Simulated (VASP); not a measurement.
## LiCl: relaxation of cell and atoms with RPBE

The system is LiCl.

```
CELL_PARAMETERS angstrom
0.00000 2.54212 2.54212
2.54212 0.00000 2.54212
2.54212 2.54212 0.00000
ATOMIC_POSITIONS crystal
Li 0.00000 0.00000 0.00000
Cl 0.50000 0.50000 0.50000
```

The cell is a database's computed one.

| Item | Value |
| --- | --- |
| Program | VASP 6.6.1 |
| Task | relaxation of cell and atoms |
| Functional | RPBE |
| Potentials or basis | VASP PAW PBE potentials, release 64 (Li_sv, Cl) |
| Cutoff | 600 eV |
| k mesh | 8 × 8 × 8 |
| Occupations | gaussian, width 0.02 eV |
| Spin | no spin polarisation |
| Further INCAR settings | ALGO = Fast; EDIFF = 1e-07; IBRION = 2; EDIFFG = -0.005; NSW = 90; ISIF = 3 |

```
Relaxed volume                         : 18.09 Å³/atom
Relaxed cell                           : a = 3.713 Å, b = 3.713 Å, c = 3.713 Å, α = 60.00°, β = 60.00°, γ = 60.00°
Space group after relaxing (to 0.05 Å) : Fm-3m (No. 225)
Energy gained by relaxing              : 15.0 meV/atom
Ionic steps                            : 4
Pressure after relaxing                : 0.0 GPa
Band gap on the k mesh                 : 6.23 eV, direct
```

Step by step:
```
step  energy change (eV)  largest force (eV/Å)  pressure (GPa)  volume (Å³)
   1              0.0000                0.0000            3.19        32.86
   2             -0.0226                0.0000            1.48        34.44
   3             -0.0284                0.0000           -0.61        36.97
   4             -0.0300                0.0000           -0.04        36.18
```

Final structure:
```yaml
crystal:
  lattice:
    - [0.00000, 2.62519, 2.62519]
    - [2.62519, 0.00000, 2.62519]
    - [2.62519, 2.62519, 0.00000]
  atoms:
    - { symbol: Li, position: [0.00000, 0.00000, 0.00000] }
    - { symbol: Cl, position: [0.50000, 0.50000, 0.50000] }
```

Levels at points of the mesh, in eV from the valence-band top:
| k point | band 3 | band 4 | band 5 | band 6 | band 7 | band 8 |
| --- | --- | --- | --- | --- | --- | --- |
| (0.00, 0.00, 0.00) | 0.00 | 0.00 | 0.00 | 6.23 | 11.98 | 11.98 |
| (0.50, 0.00, 0.00) | -2.48 | -0.22 | -0.22 | 6.91 | 9.62 | 9.62 |
| (0.50, 0.50, 0.00) | -2.53 | -0.96 | -0.96 | 7.91 | 8.57 | 12.10 |

Wall time 39 s on 1 thread of AMD EPYC 9R45 96-Core Processor (Zen 5), with other jobs on the host, peak memory 0.14 GiB.

Caveat: the cutoff is under 1.25 times the usual one of these potentials, so pressure, stress and relaxed cells hold a basis-set (Pulay) error; the PAW data sets were made with another functional, which shifts forces and pressure a little. A k mesh can miss the band edges.
